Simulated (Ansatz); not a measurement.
Computed with DFT PBE, scalar-relativistic, plane waves, PAW in Ansatz 0.2.0. Settings: cutoff 420 eV, Γ-centred meshes spaced at most about 0.3 Å⁻¹, and about 0.25 Å⁻¹ or finer for metals (2π included), Gaussian smearing. Spin is collinear.

Temperature and zero-point effects are left out.

Compare these two cells of GdO4, each relaxed at this level.

A. (parallel moments up to 6.8 μB)

```
CELL_PARAMETERS angstrom
-2.16220 2.16220 2.97132
2.16220 -2.16220 2.97132
2.16220 2.16220 -2.97132
ATOMIC_POSITIONS crystal
Gd 0.00000 0.00000 0.00000
O 0.39806 0.39806 0.00000
O 0.60194 0.60194 0.00000
O 0.75000 0.25000 0.50000
O 0.25000 0.75000 0.50000
```

B. (opposed, unequal moments (Gd +6.6, O -0.5 μB) on the magnetic atoms, averaged by element; signs in the order of the file + − − − −)

```
CELL_PARAMETERS angstrom
4.56053 0.00000 0.00000
-2.28026 3.94953 0.00000
0.00000 0.00000 4.59658
ATOMIC_POSITIONS crystal
Gd 0.00000 0.00000 0.50000
O 0.50000 0.00000 0.50000
O 0.00000 0.50000 0.50000
O 0.50000 0.50000 0.50000
O 0.00000 0.00000 0.00000
```

**Question.** Which would you expect to be lower, and how large is the difference?

**Answer.** A is lower, by 0.38 eV/atom. A has space group I4/mmm (No. 139), 11.1 Å³/atom and no gap on its mesh; B has space group P6/mmm (No. 191), 16.6 Å³/atom and no gap. Counting O atoms around Gd (those within 1.25 times the shortest such distance or 1.15 times the sum of covalent radii; a plus sign parts nearer from farther groups), A has Gd 2+8 and B has Gd 8. A holds O–O pairs (shortest 1.21 Å, as in O₂); in B the shortest O–O distance is 2.28 Å. Their magnetic states differ too, which can make part of the margin. The denser one is the lower, and pressure would at first widen the difference. In A, Gd has 2 O at 2.37 Å and 8 O at 2.62 Å; O on a site of symmetry 4mm has 1 O at 1.21 Å, 4 O at 2.33 Å and 1 Gd at 2.37 Å; O on a site of symmetry -4m2 has 4 O at 2.33 Å and 4 Gd at 2.62 Å. In B, Gd is surrounded by 8 O at 2.28–2.30 Å; around O on a site of symmetry mmm lie 4 O at 2.28 Å and 2 Gd at 2.28 Å; O on a site of symmetry 6/mmm has 2 Gd at 2.30 Å. Both come from invented guesses. The lowest form computed isn't among them: it has space group R-3m (No. 166), 11.2 Å³/atom and lies 0.36 eV/atom below the best shown.

In such compounds of Gd a zero gap at this level may well be an artefact, since no Hubbard U is applied. The magnetic state reached may not be the lowest. Cells relaxed within their symmetry can be saddle points. Some structure types and database cells were kept out of the candidates from the start, so a known form may be missing.
